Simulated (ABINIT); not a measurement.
# Pb in ABINIT: convergence with pawecutdg

Input of the first run (pawecutdg 15 Ha); the others differ in this setting and in those tied to it:

The input run.abi:

```
pp_dirpath "./"
pseudos "Pb.GGA_PBE-JTH_sp.xml"

acell 3.4776705007 3.476298415 3.5002967398 Angstrom
rprim
    -0.0020022023     0.7101546853     0.7040428354
     0.7040785076    -0.0077619919     0.7100797185
     0.7010331359     0.7130655443    -0.0094906239
ntypat 1
znucl 82
natom 1
typat 1
xred
    -0.0123650000     0.0070870000     0.0165600000
chkprim 0
chksymtnons 0
tolsym 1.0e-6

ecut 15.0
pawecutdg 15.0
pawxcdev 0

kptopt 1
ngkpt 9 9 9
nshiftk 1
shiftk 0.0 0.0 0.0

ixc -116133

nband 6
occopt 6
tsmear 0.00367493

nstep 100
tolvrs 1.0e-9

iomode 3
prtwf 0
prtden 0
prteig 0
prtebands 0
```

Potentials or basis: JTH PAW PBE v2.0 sp.

The run is started by

```bash
$ abinit run.abi > log 2>&1
```

The cell isn't the ideal one: cell strained at random at fixed volume.

Hardware: 1 thread of Arm Neoverse V1, with other jobs on the host.

```
pawecutdg  energy less the tightest run (meV/atom)  SCF cycles  CPU time (s)  peak memory (GiB)
    15 Ha                                     0.01           9            30               0.15
       18                                     0.00           9            30               0.15
     22.5                                     0.01           9            30               0.16
       27                                     0.00           9            31               0.16
       33                                     0.00           9            31               0.16
     40.5                                     0.00           9            31               0.17
     49.5                                     0.00          10            34               0.17
```

Against the tightest run, the energy stays within 1 meV/atom from 15 Ha on. The tightest run that finished is the yardstick and may itself not be fully converged.

 The run has no spin-orbit coupling, so splittings on Pb are missing.
